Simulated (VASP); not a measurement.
# InP (F-43m) in VASP: density of states with BLYP

Aim: the density of states of InP with BLYP.

Everything below comes from runs of VASP 6.6.1. Logs are shortened: lines on timing, memory, paths and dates and some standing lists are left out, and cuts for length are marked.

### 1 The structure

Symmetry: F-43m, No. 216, cubic system. The conventional cell has a = 5.861 Å, b = 5.861 Å, c = 5.861 Å, α = 90.00°, β = 90.00°, γ = 90.00°. Around In (site symmetry -43m) lie 4 P at 2.54 Å. P (site symmetry -43m) is surrounded by 4 In at 2.54 Å.

### 2 Density of states, BLYP

Contents of POSCAR:

```
InP
1.0
    0.0000000000      2.9305000000      2.9305000000
    2.9305000000      0.0000000000      2.9305000000
    2.9305000000      2.9305000000      0.0000000000
In P
1 1
Direct
    0.0000000000      0.0000000000      0.0000000000
    0.7500000000      0.7500000000      0.7500000000
```

Contents of INCAR.step1:

```
SYSTEM = InP
AGGAC    = 1.0          
AGGAX    = 1.0          
ALDAC    = 0.0          
ALDAX    = 1.0          
ALGO     = Normal         ! electronic algorithm
EDIFF    = 1E-6           ! SCF threshold, eV
ENCUT    = 520            ! plane-wave cutoff, eV
GGA      = B5             ! functional
ISIF     = 2              ! what is computed and relaxed
ISMEAR   = 1              ! smearing method
LASPH    = .True.         ! aspherical terms in the spheres
LCHARG   = .True.         ! write CHGCAR
LREAL    = .False.        ! projectors in reciprocal space
LWAVE    = .False.        ! write WAVECAR
NBANDS   = 16             ! bands
NELM     = 100            ! most SCF steps
PREC     = Accurate       ! precision mode
SIGMA    = 0.01           ! smearing width, eV
```

Contents of KPOINTS.step1:

```
k-points
0
Gamma
  8 8 8
  0 0 0
```

Contents of INCAR.step2:

```
SYSTEM = InP
AGGAC    = 1.0          
AGGAX    = 1.0          
ALDAC    = 0.0          
ALDAX    = 1.0          
ALGO     = Normal         ! electronic algorithm
EDIFF    = 1E-6           ! SCF threshold, eV
ENCUT    = 520            ! plane-wave cutoff, eV
GGA      = B5             ! functional
ICHARG   = 11             ! starting density
ISIF     = 2              ! what is computed and relaxed
ISMEAR   = -5             ! smearing method
LASPH    = .True.         ! aspherical terms in the spheres
LCHARG   = .False.        ! write CHGCAR
LORBIT   = 10             ! projections on sites
LREAL    = .False.        ! projectors in reciprocal space
LWAVE    = .False.        ! write WAVECAR
NEDOS    = 1001           ! points of the DOS
NELM     = 100            ! most SCF steps
PREC     = Accurate       ! precision mode
SIGMA    = 0.01           ! smearing width, eV
```

Contents of KPOINTS.step2:

```
k-points
0
Gamma
  12 12 12
  0 0 0
```

Potentials or basis: VASP PAW PBE potentials, release 64 (In_d, P).

Run with:

```console
> cat potpaw_PBE.64/In_d/POTCAR potpaw_PBE.64/P/POTCAR > POTCAR
> cp INCAR.step1 INCAR
> cp KPOINTS.step1 KPOINTS
> mpirun -np 1 vasp_std > vasp.out
> cp INCAR.step2 INCAR
> cp KPOINTS.step2 KPOINTS
> mpirun -np 1 vasp_std > vasp.out
```

OUTCAR:

```text
SYSTEM = InP
   EDIFF = 1E-6
   ENCUT = 520
   GGA = B5
   ICHARG = 11
   ISIF = 2
   ISMEAR = -5
   LASPH = .True.
   LORBIT = 10
   LREAL = .False.
   NELM = 100
   PREC = Accurate

 ion  position               nearest neighbor table
   1  0.000  0.000  0.000-   2 2.54   2 2.54   2 2.54   2 2.54
   2  0.750  0.750  0.750-   1 2.54   1 2.54   1 2.54   1 2.54

  LATTYP: Found a face centered cubic cell.
 ALAT       =     5.8610000000

  Lattice vectors:

 A1 = (   0.0000000000,   2.9305000000,   2.9305000000)
 A2 = (   2.9305000000,   0.0000000000,   2.9305000000)
 A3 = (   2.9305000000,   2.9305000000,   0.0000000000)

Analysis of symmetry for initial positions (statically):
=====================================================================
 Subroutine PRICEL returns:
 Original cell was already a primitive cell.

 Routine SETGRP: Setting up the symmetry group for a
 face centered cubic supercell.

 Subroutine GETGRP returns: Found 24 space group operations
 (whereof 24 operations were pure point group operations)
 out of a pool of 48 trial point group operations.

The static configuration has the point symmetry T_d .

Analysis of symmetry for dynamics (positions and initial velocities):
=====================================================================
 Subroutine PRICEL returns:
 Original cell was already a primitive cell.

 Routine SETGRP: Setting up the symmetry group for a
 face centered cubic supercell.

 Subroutine GETGRP returns: Found 24 space group operations
 (whereof 24 operations were pure point group operations)
 out of a pool of 48 trial point group operations.

The dynamic configuration has the point symmetry T_d .

 Subroutine INISYM returns: Found 24 space group operations
 (whereof 24 operations are pure point group operations),
 and found     1 'primitive' translations

----------------------------------------------------------------------------------------

                                     Primitive cell

  volume of cell :      50.3333

  direct lattice vectors                    reciprocal lattice vectors
     0.000000000  2.930500000  2.930500000    -0.170619348  0.170619348  0.170619348
     2.930500000  0.000000000  2.930500000     0.170619348 -0.170619348  0.170619348
     2.930500000  2.930500000  0.000000000     0.170619348  0.170619348 -0.170619348

  length of vectors
     4.144352845  4.144352845  4.144352845     0.295521380  0.295521380  0.295521380

  position of ions in fractional coordinates (direct lattice)
     0.000000000  0.000000000  0.000000000
     0.750000000  0.750000000  0.750000000

  ion indices of the primitive-cell ions
   primitive index   ion index
                 1           1
                 2           2

----------------------------------------------------------------------------------------

 KPOINTS: k-points

Automatic generation of k-mesh.
 Grid dimensions read from file:
 generate k-points for:   12   12   12

 Generating k-lattice:

  Cartesian coordinates                     Fractional coordinates (reciprocal lattice)
    -0.014218279  0.014218279  0.014218279     0.083333333  0.000000000  0.000000000
     0.014218279 -0.014218279  0.014218279     0.000000000  0.083333333  0.000000000
     0.014218279  0.014218279 -0.014218279     0.000000000  0.000000000  0.083333333

  Length of vectors
     0.024626782  0.024626782  0.024626782

  Shift w.r.t. Gamma in fractional coordinates (k-lattice)
     0.000000000  0.000000000  0.000000000

 TETIRR: Found    247 inequivalent tetrahedra from    10368

 Subroutine IBZKPT returns following result:
 ===========================================

 Found     72 irreducible k-points:

 Following reciprocal coordinates:
            Coordinates               Weight
  0.000000  0.000000  0.000000      1.000000
  0.083333  0.000000  0.000000      8.000000
  0.166667  0.000000  0.000000      8.000000
  0.250000  0.000000  0.000000      8.000000
  0.333333  0.000000  0.000000      8.000000
  0.416667  0.000000  0.000000      8.000000
[... 16 lines left out ...]
  0.500000  0.166667  0.000000     24.000000
 -0.416667  0.166667  0.000000     24.000000
 [... further k-points ...]
   k-points           NKPTS =     72   k-points in BZ     NKDIM =     72   number of bands    NBANDS=     13
   number of dos      NEDOS =   1001   number of ions     NIONS =      2
   total plane-waves  NPLWV =  32768
   dimension x,y,z NGX =    32 NGY =   32 NGZ =   32
   dimension x,y,z NGXF=    64 NGYF=   64 NGZF=   64
   ions per type =               1   1
   NGX,Y,Z   is equivalent  to a cutoff of  12.84, 12.84, 12.84 a.u.
   NGXF,Y,Z  is equivalent  to a cutoff of  25.67, 25.67, 25.67 a.u.
 SYSTEM =  InP
   PREC   = accura    normal or accurate (medium, high low for compatibility)
   ISTART =      0    job   : 0-new  1-cont  2-samecut
   ICHARG =     11    charge: 1-file 2-atom 10-const
   ISPIN  =      1    spin polarized calculation?
   LNONCOLLINEAR =      F non collinear calculations
   LSORBIT =      F    spin-orbit coupling
   LASPH  =      T    aspherical Exc in radial PAW
   ENCUT  =  520.0 eV  38.22 Ry    6.18 a.u.   7.71  7.71  7.71*2*pi/ulx,y,z
   NELM   =    100;   NELMIN=  2; NELMDL=  0     # of ELM steps
   EDIFF  = 0.1E-05   stopping-criterion for ELM
   LREAL  =      F    real-space projection
   EDIFFG = 0.1E-04   stopping-criterion for IOM
   NSW    =      0    number of steps for IOM
   IBRION =     -1    ionic relax: 0-MD 1-quasi-New 2-CG
   NFREE  =      0    steps in history (QN), initial steepest desc. (CG)
   ISIF   =      2    stress and relaxation
   ISYM   =      2    0-nonsym 1-usesym 2-fastsym
   POTIM  = 0.5000    time-step for ionic-motion
   TEBEG  =    0.0;   TEEND  =   0.0 temperature during run
   PSTRESS=    0.0 pullay stress
   NELECT =      18.0000    total number of electrons
   NUPDOWN=      -1.0000    fix difference up-down
   EMIN   =  10.00;   EMAX   =-10.00  energy-range for DOS
   EFERMI =   0.00;   METHOD = LEGACY
   ISMEAR =    -5;   SIGMA  =   0.01  broadening in eV -4-tet -1-fermi 0-gaus
   EFERMI_NEDOS =   21; number of points for ismear=-14 and -15
   IALGO  =     38    algorithm
   IMIX   =      4    mixing-type and parameters
     AMIX     =   0.40;   BMIX     =  1.00
     AMIX_MAG =   1.60;   BMIX_MAG =  1.00
  volume/ion in A,a.u.               =      25.17       169.83
  Fermi-wavevector in a.u.,A,eV,Ry     =   1.162021  2.195901 18.371846  1.350293
  Thomas-Fermi vector in A             =   2.298587
   LORBIT       =     10    0 simple, 1 ext, 2 COOP (PROOUT), +10 PAW based schemes
   GGA     = B5    functional components
   LHFCALC =     F    Hartree Fock is set to
   AEXX    =    0.0000 exact exchange contribution
   IVDW    =     0    specifies the selected vdW correction
   LEPSILON=     F    determine dielectric tensor
   LRPA    =     F    only Hartree local field effects (RPA)
 non-spin polarized calculation
 Fermi weights with tetrahedron method with Bloechl corrections
  energy-cutoff  :      520.00
  volume of cell :       50.33
 maximum number of plane-waves:      1380

 number of electron      18.0000005 magnetization

 Free energy of the ion-electron system (eV)
  ---------------------------------------------------
  ext. energy  EPLUGINS =         0.00000000
  ---------------------------------------------------
  free energy    TOTEN  =        -7.05889744 eV

  energy without entropy =       -7.05889744  energy(sigma->0) =       -7.05889744

 E-fermi :   5.6353     XC(G=0):  -8.7162

 val. band max:        5.6168787372   @ k =   0.0000   0.0000   0.0000
 cond. band min:       6.2450130935   @ k =   0.0000   0.0000   0.0000
 fundamental gap:      0.6281343563
 Fermi energy:         5.6352818126

 k-point     1 :       0.0000    0.0000    0.0000
  band No.  band energies     occupation
      1      -8.6103      2.00000
      2      -8.6103      2.00000
      3      -8.6103      2.00000
      4      -8.4551      2.00000
      5      -8.4551      2.00000
      6      -5.8975      2.00000
      7       5.6169      2.00000
      8       5.6169      2.00000
      9       5.6169      2.00000
     10       6.2450      0.00000
     11       9.7326      0.00000
     12       9.7326      0.00000
     13       9.7326      0.00000

 k-point     2 :       0.0833    0.0000    0.0000
  band No.  band energies     occupation
      1      -8.6189      2.00000
      2      -8.6068      2.00000
      3      -8.6068      2.00000
      4      -8.4551      2.00000
      5      -8.4551      2.00000
      6      -5.8182      2.00000
      7       4.6872      2.00000
      8       5.5296      2.00000
      9       5.5296      2.00000
     10       6.9252      0.00000
     11       9.7763      0.00000
     12       9.8645      0.00000
     13       9.8645      0.00000

 k-point     3 :       0.1667    0.0000    0.0000
  band No.  band energies     occupation
      1      -8.6418      2.00000
      2      -8.5979      2.00000
      3      -8.5979      2.00000
      4      -8.4547      2.00000
      5      -8.4547      2.00000
      6      -5.5870      2.00000
      7       3.4231      2.00000
      8       5.3152      2.00000
      9       5.3152      2.00000
     10       7.3716      0.00000
     11      10.1535      0.00000
     12      10.1684      0.00000
     13      10.1684      0.00000
[... 305 lines left out ...]
 k-point    23 :       0.5000    0.1667    0.0000
  band No.  band energies     occupation
      1      -8.7359      2.00000
      2      -8.5629      2.00000
      3      -8.5532      2.00000
      4      -8.4593      2.00000
      5      -8.4387      2.00000
      6      -4.0773      2.00000
      7       0.1541      2.00000
      8       3.4792      2.00000
      9       4.2408      2.00000
     10       8.2155      0.00000
     11      10.0792      0.00000
     12      11.3873      0.00000
     13      12.3206      0.00000

 k-point    24 :      -0.4167    0.1667    0.0000
  band No.  band energies     occupation
      1      -8.7348      2.00000
      2      -8.5639      2.00000
      3      -8.5550      2.00000
      4      -8.4525      2.00000
      5      -8.4445      2.00000
      6      -4.0218      2.00000
      7       0.0651      2.00000
      8       3.3141      2.00000
      9       4.3779      2.00000
     10       8.2383      0.00000
     11      10.1845      0.00000
     12      11.2048      0.00000
     13      12.7651      0.00000

 [... further k-points ...]

------------------------ aborting loop because EDIFF is reached ----------------------------------------

  FORCE on cell =-STRESS in cart. coord.  units (eV):
  Direction    XX          YY          ZZ          XY          YZ          ZX
  --------------------------------------------------------------------------------------
  -------------------------------------------------------------------------------------
  Total        2.1600333      2.1600333      2.1600333      0.0000000      0.0000000     -0.0000000
  in kB       68.7568316     68.7568316     68.7568316      0.0000000      0.0000000     -0.0000000
  external PRESSURE =      68.7568316 kB  Pullay stress =       0.0000000 kB

 VOLUME and BASIS-vectors are now :
 -----------------------------------------------------------------------------
  energy-cutoff  :      520.00
  volume of cell :       50.33
      direct lattice vectors                 reciprocal lattice vectors
     0.000000000  2.930500000  2.930500000    -0.170619348  0.170619348  0.170619348
     2.930500000  0.000000000  2.930500000     0.170619348 -0.170619348  0.170619348
     2.930500000  2.930500000  0.000000000     0.170619348  0.170619348 -0.170619348

 POSITION                                       TOTAL-FORCE (eV/Angst)
 -----------------------------------------------------------------------------------
      0.00000      0.00000      0.00000         0.000000      0.000000      0.000000
      4.39575      4.39575      4.39575        -0.000000     -0.000000     -0.000000
 -----------------------------------------------------------------------------------
    total drift:                                0.000000      0.000000     -0.000000

  FREE ENERGIE OF THE ION-ELECTRON SYSTEM (eV)
  ---------------------------------------------------
  free  energy   TOTEN  =        -7.0588974414 eV

  energy  without entropy=       -7.0588974414  energy(sigma->0) =       -7.05889744

 total charge

# of ion       s       p       d       tot
------------------------------------------
    1        0.839   0.775   9.907  11.521
    2        1.036   1.511   0.000   2.547
--------------------------------------------------
tot          1.875   2.286   9.907  14.068
```

It took 51 s on 1 thread of Intel Xeon Platinum 8259CL at 2.50GHz (Skylake/Cascade Lake), shared host; peak memory 0.19 GiB.

Results:

- Valence electrons inside the program's atomic spheres: In 11.52; P 2.55

States per cell in windows of 0.5 eV (zero at the valence-band top; states under -8 eV left out):
| from (eV) | total | P2_p | In1_p | In1_s | In1_d | P2_s | P2_d |
| --- | --- | --- | --- | --- | --- | --- | --- |
| -8.0 | 0.00 | 0.00 | 0.00 | 0.00 | 0.00 | 0.00 | 0.00 |
| -7.5 | 0.00 | 0.00 | 0.00 | 0.00 | 0.00 | 0.00 | 0.00 |
| -7.0 | 0.00 | 0.00 | 0.00 | 0.00 | 0.00 | 0.00 | 0.00 |
| -6.5 | 0.00 | 0.00 | 0.00 | 0.00 | 0.00 | 0.00 | 0.00 |
| -6.0 | 0.38 | 0.05 | 0.01 | 0.15 | 0.00 | 0.01 | 0.00 |
| -5.5 | 0.77 | 0.11 | 0.03 | 0.26 | 0.01 | 0.03 | 0.00 |
| -5.0 | 0.27 | 0.04 | 0.01 | 0.08 | 0.00 | 0.02 | 0.00 |
| -4.5 | 0.19 | 0.03 | 0.01 | 0.05 | 0.00 | 0.02 | 0.00 |
| -4.0 | 0.12 | 0.02 | 0.01 | 0.03 | 0.00 | 0.01 | 0.00 |
| -3.5 | 0.38 | 0.08 | 0.05 | 0.02 | 0.01 | 0.01 | 0.00 |
| -3.0 | 0.63 | 0.15 | 0.10 | 0.02 | 0.01 | 0.01 | 0.00 |
| -2.5 | 0.92 | 0.25 | 0.15 | 0.02 | 0.02 | 0.01 | 0.00 |
| -2.0 | 0.83 | 0.25 | 0.13 | 0.01 | 0.02 | 0.01 | 0.00 |
| -1.5 | 0.88 | 0.29 | 0.13 | 0.01 | 0.03 | 0.00 | 0.00 |
| -1.0 | 0.42 | 0.15 | 0.05 | 0.00 | 0.02 | 0.00 | 0.00 |
| -0.5 | 0.15 | 0.06 | 0.02 | 0.00 | 0.01 | 0.00 | 0.00 |
| 0.0 | 0.00 | 0.00 | 0.00 | 0.00 | 0.00 | 0.00 | 0.00 |
| 0.5 | 0.00 | 0.00 | 0.00 | 0.00 | 0.00 | 0.00 | 0.00 |
| 1.0 | 0.01 | 0.00 | 0.00 | 0.00 | 0.00 | 0.00 | 0.00 |
| 1.5 | 0.13 | 0.01 | 0.01 | 0.03 | 0.00 | 0.02 | 0.00 |
| 2.0 | 0.44 | 0.04 | 0.04 | 0.07 | 0.01 | 0.04 | 0.00 |
| 2.5 | 1.03 | 0.12 | 0.09 | 0.16 | 0.03 | 0.06 | 0.00 |
| 3.0 | 0.57 | 0.08 | 0.05 | 0.08 | 0.02 | 0.03 | 0.00 |
| 3.5 | 0.49 | 0.07 | 0.06 | 0.05 | 0.02 | 0.02 | 0.00 |
| 4.0 | 0.70 | 0.09 | 0.11 | 0.03 | 0.02 | 0.01 | 0.00 |
| 4.5 | 0.85 | 0.10 | 0.15 | 0.02 | 0.03 | 0.01 | 0.00 |
| 5.0 | 0.72 | 0.07 | 0.16 | 0.01 | 0.03 | 0.00 | 0.00 |
| 5.5 | 0.82 | 0.09 | 0.16 | 0.01 | 0.03 | 0.01 | 0.00 |
| 6.0 | 0.53 | 0.07 | 0.10 | 0.01 | 0.02 | 0.01 | 0.00 |
| 6.5 | 0.50 | 0.07 | 0.08 | 0.01 | 0.02 | 0.01 | 0.00 |
| 7.0 | 0.67 | 0.09 | 0.10 | 0.01 | 0.03 | 0.01 | 0.00 |
| 7.5 | 0.30 | 0.04 | 0.05 | 0.00 | 0.01 | 0.00 | 0.00 |

Caveat: the PAW data sets were made with another functional, which shifts forces and pressure a little.
